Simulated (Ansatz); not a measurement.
**Te in Ansatz: convergence with smearing width**

Input of the first run (smearing width 0.3 eV); the others differ in this setting and in those tied to it:

Contents of input.yaml:

```yaml
crystal:
  lattice:
    - [2.3059043427, 1.331314493, 1.6909537039]
    - [-2.3059043427, 1.331314493, 1.6909537039]
    - [0.0, -2.662628986, 1.6909537039]
  atoms:
    - { symbol: Te, position: [0.5, 0.5, 0.5] }
hamiltonian:
  xc: pbe
  pseudopotentials: { kind: paw }
kpoints:
  mp_grid: { grid: [7, 7, 7] }
scf:
  occupations: { method: gaussian, width: 0.3 }
output:
  forces: true
  stress: true
  eigenvalues: true
```

Potentials or basis: Ansatz PAW.

Launch:

```bash
$ ansatz run input.yaml --threads 2 --pin off --max-ram 5632MiB --backend cpu --events-out ev --progress --plain --runs-dir out
```

This isn't the form of Te at room conditions, which is trigonal, of chains.

Hardware: 2 threads of Intel(R) Xeon(R) Processor @ 2.50GHz (Skylake/Cascade Lake), on a shared host.

**Question.** The values tried are 0.3 eV, 0.2 eV, 0.15 eV, 0.1 eV, 0.05 eV, 0.025 eV, 0.01 eV, 0.005 eV, loosest first. From which on does the energy stay within 1 meV/atom of the tightest run that finished?

**Answer.** From 0.1 eV on.

| smearing width | energy less the tightest run, at zero smearing (meV/atom) | pressure (GPa) | SCF cycles | CPU time (s) | peak memory (GiB) |
| --- | --- | --- | --- | --- | --- |
| 0.3 eV | -1.75 | 2.32 | 6 | 2.3 | 0.3 |
| 0.2 eV | -1.52 | 2.25 | 6 | 2.4 | 0.3 |
| 0.15 eV | -1.33 | 2.24 | 6 | 2.4 | 0.3 |
| 0.1 eV | -0.96 | 2.23 | 6 | 2.3 | 0.3 |
| 0.05 eV | -0.36 | 2.22 | 6 | 2.2 | 0.3 |
| 0.025 eV | -0.14 | 2.23 | 6 | 2.2 | 0.3 |
| 0.01 eV | -0.04 | 2.24 | 6 | 2.2 | 0.3 |
| 0.005 eV | 0.00 | 2.24 | 6 | 2.3 | 0.3 |

Against the tightest run, the pressure stays within 0.1 GPa from 0.3 eV on. Narrower smearing needs a denser k mesh, so at a fixed mesh the narrowest width isn't the most accurate. The tightest run that finished is the yardstick and may itself not be fully converged.

Spin-orbit coupling is left out, which matters for the levels of Te.
